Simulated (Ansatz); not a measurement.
BeSe: frozen-core PAW against all-electron methods

```
Be Se
1.0
     0.00000    2.53500    2.53500
     2.53500    0.00000    2.53500
     2.53500    2.53500    0.00000
Be Se
1 1
Direct
  0.00000 0.00000 0.00000
  0.75000 0.75000 0.75000
```

Atoms are numbered in the order listed.

The cell is COD entry 9008837, as deposited and not checked against the literature; nothing was relaxed. It differs from other determinations.

All numbers are computed: DFT, PBEsol, PAW with Ansatz's default frozen-core files, scalar-relativistic (Ansatz 0.2.0); DFT, PBEsol, all-electron LAPW, scalar-relativistic (Ansatz 0.2.0).

For PAW: a Γ-centred 10×10×10 k mesh, Fermi–Dirac smearing of 0.03 eV, cutoff 420 eV, no spin polarisation; the PAW files were made with PBE, and the program remakes their frozen cores for this functional. LAPW targets a basis error of 0.5 meV/atom. The Ansatz runs share mesh, smearing and spin set-up. Plane-wave (PAW) pressures include the program's estimate of the Pulay term.

Stress and pressure are positive in compression.

Levels count from the top of the valence band.

PAW results:

| quantity | PAW |
| --- | --- |
| pressure (GPa) | 2.94 |
| band gap (eV) | 2.388 |
| highest filled level at Γ (eV) | 0.000 |
| lowest empty level at Γ (eV) | 4.542 |
| highest filled level at K (eV) | -2.365 |
| lowest empty level at K (eV) | 3.596 |
| highest filled level at X (eV) | -2.829 |
| lowest empty level at X (eV) | 2.388 |

(1) What does full-potential LAPW give for the same quantities?

Answers

(1) 
| quantity | LAPW |
| --- | --- |
| pressure (GPa) | 2.92 |
| band gap (eV) | 2.387 |
| highest filled level at Γ (eV) | 0.000 |
| lowest empty level at Γ (eV) | 4.544 |
| highest filled level at K (eV) | -2.365 |
| lowest empty level at K (eV) | 3.596 |
| highest filled level at X (eV) | -2.829 |
| lowest empty level at X (eV) | 2.387 |
